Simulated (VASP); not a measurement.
# Sn (I4_1/amd) in VASP: further runs

The runs below take Sn through relaxation of cell and atoms, single point, with PBEsol.

Program: VASP 6.6.1. These are calculated values, not measurements. Logs are shortened: lines on timing, memory, paths and dates and some standing lists are left out, and cuts for length are marked.

## Step 1: The crystal as given

It takes space group I4_1/amd (No. 141, tetragonal). Conventional cell: a = 5.832 Å, b = 5.832 Å, c = 3.182 Å, α = 90.00°, β = 90.00°, γ = 90.00°. Sn (site symmetry -4m2) has 6 Sn at 3.02 to 3.18 Å as nearest neighbours.

## Step 2: Relaxation of cell and atoms, PBEsol

The input, INCAR:

```
SYSTEM = Sn
PREC = Accurate ; ENCUT = 300
EDIFF = 1E-7 ; ISMEAR = 0
SIGMA = 0.1 ; LREAL = .False.
LASPH = .True. ; NELM = 60
ALGO = Normal ; ISIF = 3
LWAVE = .False. ; LCHARG = .False.
GGA = PS ; IBRION = 2
NSW = 90 ; EDIFFG = -0.005
```

The input, KPOINTS:

```
Automatic mesh
0
Gamma
  16 16 16
  0 0 0
```

The input, POSCAR:

```
Sn
1.0
   -2.9161500000      2.9161500000      1.5911500000
    2.9161500000     -2.9161500000      1.5911500000
    2.9161500000      2.9161500000     -1.5911500000
Sn
2
Direct
    0.0000000000      0.0000000000      0.0000000000
    0.7500000000      0.2500000000      0.5000000000
```

Potentials or basis: VASP PAW PBE potentials, release 64 (Sn_d).

Started as:

```console
$ cat potpaw_PBE.64/Sn_d/POTCAR > POTCAR
$ mpirun -np 1 vasp_std > vasp.out
```

OUTCAR:

```text
SYSTEM = Sn
   PREC = Accurate
   ENCUT = 300
   EDIFF = 1E-7
   ISMEAR = 0
   LREAL = .False.
   LASPH = .True.
   NELM = 60
   ISIF = 3
   GGA = PS
   IBRION = 2
   NSW = 90
   EDIFFG = -0.005

 ion  position               nearest neighbor table
   1  0.000  0.000  0.000-   2 3.02   2 3.02   2 3.02   2 3.02
   2  0.750  0.250  0.500-   1 3.02   1 3.02   1 3.02   1 3.02

  LATTYP: Found a body centered tetragonal cell.
 ALAT       =     5.8323000000
 C/A-ratio  =     0.5456337980

  Lattice vectors:

 A1 = (  -2.9161500000,   2.9161500000,   1.5911500000)
 A2 = (   2.9161500000,  -2.9161500000,   1.5911500000)
 A3 = (   2.9161500000,   2.9161500000,  -1.5911500000)

Analysis of symmetry for initial positions (statically):
=====================================================================
 Subroutine PRICEL returns:
 Original cell was already a primitive cell.

 Routine SETGRP: Setting up the symmetry group for a
 body centered tetragonal supercell.

 Subroutine GETGRP returns: Found 16 space group operations
 (whereof  8 operations were pure point group operations)
 out of a pool of 16 trial point group operations.

The static configuration has the point symmetry D_2d.
 The point group associated with its full space group is D_4h.

Analysis of symmetry for dynamics (positions and initial velocities):
=====================================================================
 Subroutine PRICEL returns:
 Original cell was already a primitive cell.

 Routine SETGRP: Setting up the symmetry group for a
 body centered tetragonal supercell.

 Subroutine GETGRP returns: Found 16 space group operations
 (whereof  8 operations were pure point group operations)
 out of a pool of 16 trial point group operations.

The dynamic configuration has the point symmetry D_2d.
 The point group associated with its full space group is D_4h.

 Subroutine INISYM returns: Found 16 space group operations
 (whereof  8 operations are pure point group operations),
 and found     1 'primitive' translations

----------------------------------------------------------------------------------------

                                     Primitive cell

  volume of cell :      54.1241

  direct lattice vectors                    reciprocal lattice vectors
    -2.916150000  2.916150000  1.591150000     0.000000000  0.171458944  0.314238130
     2.916150000 -2.916150000  1.591150000     0.171458944  0.000000000  0.314238130
[... 92 lines left out ...]
   ISYM   =      2    0-nonsym 1-usesym 2-fastsym
   POTIM  = 0.5000    time-step for ionic-motion
   TEBEG  =    0.0;   TEEND  =   0.0 temperature during run
   PSTRESS=    0.0 pullay stress
   NELECT =      28.0000    total number of electrons
   NUPDOWN=      -1.0000    fix difference up-down
   EMIN   =  10.00;   EMAX   =-10.00  energy-range for DOS
   EFERMI =   0.00;   METHOD = LEGACY
   ISMEAR =     0;   SIGMA  =   0.10  broadening in eV -4-tet -1-fermi 0-gaus
   EFERMI_NEDOS =   21; number of points for ismear=-14 and -15
   IALGO  =     38    algorithm
   IMIX   =      4    mixing-type and parameters
     AMIX     =   0.40;   BMIX     =  1.00
     AMIX_MAG =   1.60;   BMIX_MAG =  1.00
  volume/ion in A,a.u.               =      27.06       182.62
  Fermi-wavevector in a.u.,A,eV,Ry     =   1.314207  2.483492 23.499180  1.727141
  Thomas-Fermi vector in A             =   2.444476
   LORBIT       =      0    0 simple, 1 ext, 2 COOP (PROOUT), +10 PAW based schemes
   GGA     = PS    functional components
   LHFCALC =     F    Hartree Fock is set to
   AEXX    =    0.0000 exact exchange contribution
   IVDW    =     0    specifies the selected vdW correction
   LEPSILON=     F    determine dielectric tensor
   LRPA    =     F    only Hartree local field effects (RPA)
 conjugate gradient relaxation of ions
 non-spin polarized calculation
 Gauss-broadening in eV      SIGMA  =   0.10
  energy-cutoff  :      300.00
  volume of cell :       54.12
 maximum number of plane-waves:       660
 NGX is ok and might be reduce to    28
   NGX = 13   NGY = 13   NGZ = 13

--------------------------------------- Ionic step        1  -------------------------------------------

 number of electron      27.9999962 magnetization

 Free energy of the ion-electron system (eV)
  ---------------------------------------------------
  ext. energy  EPLUGINS =         0.00000000
  ---------------------------------------------------
  free energy    TOTEN  =        -8.52244498 eV

  energy without entropy =       -8.51796785  energy(sigma->0) =       -8.52020641

------------------------ aborting loop because EDIFF is reached ----------------------------------------

  FORCE on cell =-STRESS in cart. coord.  units (eV):
  Direction    XX          YY          ZZ          XY          YZ          ZX
  --------------------------------------------------------------------------------------
  -------------------------------------------------------------------------------------
  Total       -0.2014607     -0.2014607     -0.4761902      0.0000000      0.0000000      0.0000000
  in kB       -5.9636214     -5.9636214    -14.0961408      0.0000000      0.0000000      0.0000000
  external PRESSURE =      -8.6744612 kB  Pullay stress =       0.0000000 kB
[... 131 lines left out ...]
--------------------------------------- Ionic step        5  -------------------------------------------

 number of electron      27.9999974 magnetization

 Free energy of the ion-electron system (eV)
  ---------------------------------------------------
  ext. energy  EPLUGINS =         0.00000000
  ---------------------------------------------------
  free energy    TOTEN  =        -8.52589249 eV

  energy without entropy =       -8.52136266  energy(sigma->0) =       -8.52362757

 E-fermi :   8.0570     XC(G=0): -10.5426

 val. band max:        8.0560483915   @ k =  -0.2500   0.1250  -0.0000
 cond. band min:       8.0600163041   @ k =   0.1875   0.0625   0.0000
 fundamental gap:      0.0039679126
 Fermi energy:         8.0570324856

 k-point     1 :       0.0000    0.0000    0.0000
  band No.  band energies     occupation
      1     -13.4980      2.00000
      2     -13.4182      2.00000
      3     -13.3667      2.00000
      4     -13.3623      2.00000
      5     -13.1880      2.00000
      6     -13.1880      2.00000
[... 481 lines left out ...]
      5     -13.1894      2.00000
      6     -13.1860      2.00000
[... 10 lines left out ...]
     17      14.0620      0.00000
     18      15.2136      0.00000

 [... further k-points ...]
[... 5 lines left out ...]
  --------------------------------------------------------------------------------------
  -------------------------------------------------------------------------------------
  Total        0.0056750      0.0056750      0.0014041      0.0000000     -0.0000000      0.0000000
  in kB        0.1707685      0.1707685      0.0422518      0.0000000     -0.0000000      0.0000000
  external PRESSURE =       0.1279296 kB  Pullay stress =       0.0000000 kB
[... 17 lines left out ...]
  FREE ENERGIE OF THE ION-ELECTRON SYSTEM (eV)
  ---------------------------------------------------
  free  energy   TOTEN  =        -8.5258924924 eV

  energy  without entropy=       -8.5213626570  energy(sigma->0) =       -8.52362757

 reached required accuracy - stopping structural energy minimisation
```

OSZICAR:

```text
N       E                     dE             d eps       ncg     rms          rms(c)
DAV:   1     0.170296409036E+03    0.17030E+03   -0.11363E+04 12634   0.176E+03
DAV:   2     0.560179809804E+01   -0.16469E+03   -0.16280E+03 12648   0.367E+02
DAV:   3    -0.820975270026E+01   -0.13812E+02   -0.13690E+02 14344   0.119E+02
[... 41 lines left out ...]
DAV:   2    -0.852604178124E+01    0.29930E-03   -0.58927E-04 14294   0.432E-01    0.625E-02
DAV:   3    -0.852589150544E+01    0.15028E-03   -0.37523E-04 18684   0.301E-01    0.981E-03
DAV:   4    -0.852589287896E+01   -0.13735E-05   -0.55202E-05 13786   0.992E-02    0.478E-03
DAV:   5    -0.852589240102E+01    0.47794E-06   -0.19295E-06 19246   0.272E-02    0.130E-03
DAV:   6    -0.852589250974E+01   -0.10872E-06   -0.20989E-07  7744   0.725E-03    0.320E-04
DAV:   7    -0.852589249243E+01    0.17312E-07   -0.44133E-08  6448   0.262E-03
   5 F= -.85258925E+01 E0= -.85236276E+01  d E =-.329388E-03
```

Wall time 4.3 min (1 thread of Intel Xeon 6975P-C (Granite Rapids), shared host); peak memory 0.26 GiB.

Results:

| Property | Result |
| --- | --- |
| Free energy | -8.5259 eV |
| Relaxed volume | 26.62 Å³/atom |
| Relaxed cell | a = 4.406 Å, b = 4.406 Å, c = 4.406 Å, α = 97.30°, β = 97.30°, γ = 138.23° |
| Space group after relaxing (to 0.05 Å) | I4_1/amd (No. 141) |
| Energy gained by relaxing | 1.7 meV/atom |
| Ionic steps | 5 |
| Pressure after relaxing | 0.0 GPa |
| Band gap on the k mesh | none (metal or under the smearing width) |

Step by step:
| step | energy change (eV) | largest force (eV/Å) | pressure (GPa) | volume (Å³) |
| --- | --- | --- | --- | --- |
| 1 | 0.0000 | 0.0000 | -0.87 | 54.12 |
| 2 | -0.0030 | 0.0000 | 0.30 | 52.98 |
| 3 | -0.0031 | 0.0000 | 0.09 | 53.17 |
| 4 | -0.0034 | 0.0000 | 0.02 | 53.22 |
| 5 | -0.0034 | 0.0000 | 0.01 | 53.24 |

Final structure:
```cif
data_structure
_symmetry_space_group_name_H-M 'P 1'
_symmetry_Int_Tables_number 1
_cell_length_a 4.4064
_cell_length_b 4.4064
_cell_length_c 4.4064
_cell_angle_alpha 97.300
_cell_angle_beta 97.300
_cell_angle_gamma 138.233
_cell_volume 53.24
loop_
_atom_site_label
_atom_site_type_symbol
_atom_site_fract_x
_atom_site_fract_y
_atom_site_fract_z
_atom_site_occupancy
Sn1 Sn 0.00000 0.00000 0.00000 1
Sn2 Sn 0.75000 0.25000 0.50000 1
```

Levels at points of the mesh, in eV from the Fermi level:
```
           k point  band 11  band 12  band 13  band 14  band 15  band 16  band 17  band 18
(0.00, 0.00, 0.00)   -11.30    -3.70    -2.07    -2.07     2.89     6.22     6.22     7.11
(0.50, 0.00, 0.00)    -6.92    -5.45    -2.34    -1.79    -1.14     2.23     2.87     4.75
(0.50, 0.50, 0.00)    -9.04    -9.04     0.54     0.54     1.52     1.52     6.23     6.23
(0.50, 0.50, 0.50)    -7.66    -7.66    -4.94    -4.94     5.27     5.27     9.42     9.42
```

Caveat: the PAW data sets were made with another functional, which shifts forces and pressure a little.

## Step 3: Relaxation of cell and atoms, PBEsol

Edit INCAR of step 2 so:

```diff
@@ -1,3 +1,3 @@
 SYSTEM = Sn
-PREC = Accurate ; ENCUT = 300
+PREC = Accurate ; ENCUT = 600
 EDIFF = 1E-7 ; ISMEAR = 0
```

The input, KPOINTS:

```
Automatic mesh
0
Gamma
  6 6 6
  0 0 0
```

POSCAR is that of step 2.

Potentials or basis: VASP PAW PBE potentials, release 64 (Sn_d).

Started as:

```console
$ cat potpaw_PBE.64/Sn_d/POTCAR > POTCAR
$ mpirun -np 1 vasp_std > vasp.out
```

It took 54 s on 1 thread of Intel Xeon 6975P-C (Granite Rapids), shared host; peak memory 0.22 GiB.

Results (log left out):

| Quantity | Value |
| --- | --- |
| Free energy | -8.5135 eV |
| Relaxed volume | 26.82 Å³/atom |
| Relaxed cell | a = 4.424 Å, b = 4.424 Å, c = 4.424 Å, α = 97.20°, β = 97.20°, γ = 138.53° |
| Space group after relaxing (to 0.05 Å) | I4_1/amd (No. 141) |
| Energy gained by relaxing | 2.5 meV/atom |
| Ionic steps | 5 |
| Pressure after relaxing | 0.0 GPa |
| Band gap on the k mesh | none (metal or under the smearing width) |

Step by step:
```csv
step,energy change (eV),largest force (eV/Å),pressure (GPa),volume (Å³)
1,0.0000,0.0000,-0.42,54.12
2,-0.0049,0.0000,0.09,53.56
3,-0.0050,0.0000,0.14,53.52
4,-0.0050,0.0000,-0.05,53.69
5,-0.0050,0.0000,0.00,53.65
```

Final structure:
```cif
data_structure
_symmetry_space_group_name_H-M 'P 1'
_symmetry_Int_Tables_number 1
_cell_length_a 4.4245
_cell_length_b 4.4245
_cell_length_c 4.4245
_cell_angle_alpha 97.202
_cell_angle_beta 97.202
_cell_angle_gamma 138.527
_cell_volume 53.65
loop_
_atom_site_label
_atom_site_type_symbol
_atom_site_fract_x
_atom_site_fract_y
_atom_site_fract_z
_atom_site_occupancy
Sn1 Sn 0.00000 0.00000 0.00000 1
Sn2 Sn 0.75000 0.25000 0.50000 1
```

Levels at points of the mesh, in eV from the Fermi level:
```tsv
k point	band 12	band 13	band 14	band 15	band 16	band 17
(0.00, 0.00, 0.00)	-3.91	-2.18	-2.18	2.77	6.01	6.01
(0.50, 0.00, 0.00)	-5.50	-2.46	-1.91	-1.19	2.14	2.74
(0.50, 0.50, 0.00)	-9.11	0.40	0.40	1.34	1.34	6.22
(0.50, 0.50, 0.50)	-7.79	-5.01	-5.01	5.28	5.28	9.14
```

Caveat: the k mesh is coarse (spacing up to 0.37 Å⁻¹), so the values aren't converged; the PAW data sets were made with another functional, which shifts forces and pressure a little.

## Step 4: Single point, PBEsol

The input, INCAR:

```
SYSTEM = Sn
  PREC = Accurate
  ENCUT = 520
  EDIFF = 1E-6
  ISMEAR = 0
  SIGMA = 0.1
  LREAL = .FALSE.
  LASPH = .TRUE.
  NELM = 60
  ALGO = Normal
  ISIF = 2
  LWAVE = .FALSE.
  LCHARG = .TRUE.
  GGA = PS
  LELF = .TRUE.
  LVHAR = .TRUE.
```

The input, KPOINTS:

```
Automatic mesh
0
G
  16 16 16
  0 0 0
```

POSCAR is that of step 3.

Started as:

```console
$ cat potpaw_PBE.64/Sn_d/POTCAR > POTCAR
$ mpirun -np 1 vasp_std > vasp.out
```

It took 2 min on 1 thread of Intel Xeon 6975P-C (Granite Rapids), shared host; peak memory 0.41 GiB.

Results (log left out):

| Property | Result |
| --- | --- |
| Free energy | -8.5237 eV |
| Pressure | -0.4 GPa |
| Band gap on the k mesh | none (metal or under the smearing width) |

Stress tensor (GPa, compression positive):
```
-0.16  0.00  0.00
 0.00 -0.16  0.00
 0.00  0.00 -0.96
```

Levels at points of the mesh, in eV from the Fermi level:
```csv
k point,band 10,band 11,band 12,band 13,band 14,band 15,band 16,band 17,band 18
"(0.00, 0.00, 0.00)",-21.07,-11.19,-3.65,-2.00,-2.00,2.93,6.22,6.22,6.82
"(0.50, 0.00, 0.00)",-21.13,-6.97,-5.45,-2.35,-1.73,-1.18,2.21,2.83,4.68
"(0.50, 0.50, 0.00)",-21.20,-8.94,-8.94,0.58,0.58,1.56,1.56,5.97,5.97
"(0.50, 0.50, 0.50)",-21.26,-7.58,-7.58,-4.86,-4.86,4.99,4.99,9.40,9.40
```

Caveat: the PAW data sets were made with another functional, which shifts forces and pressure a little.

## Step 5: Summary

```csv
task,cell,k mesh,cutoff (eV),mesh quality,gap on the mesh (eV),pressure (GPa),relaxed volume (Å³/atom)
relaxation of cell and atoms,relaxed,16 × 16 × 16,300,not flagged,none,0.0,26.62
relaxation of cell and atoms,relaxed,6 × 6 × 6,600,coarse,none,0.0,26.82
single point,as given,16 × 16 × 16,520,not flagged,none,-0.4,-
```

Alike in all rows: level PBEsol; potentials or basis VASP PAW PBE potentials, release 64 (Sn_d); no spin polarisation; smearing gaussian 0.1 eV.

Caveats: some runs use coarse meshes; the PAW data sets were made with another functional, which shifts forces and pressure a little.

Absolute energies hang on the potentials; compare differences alone.
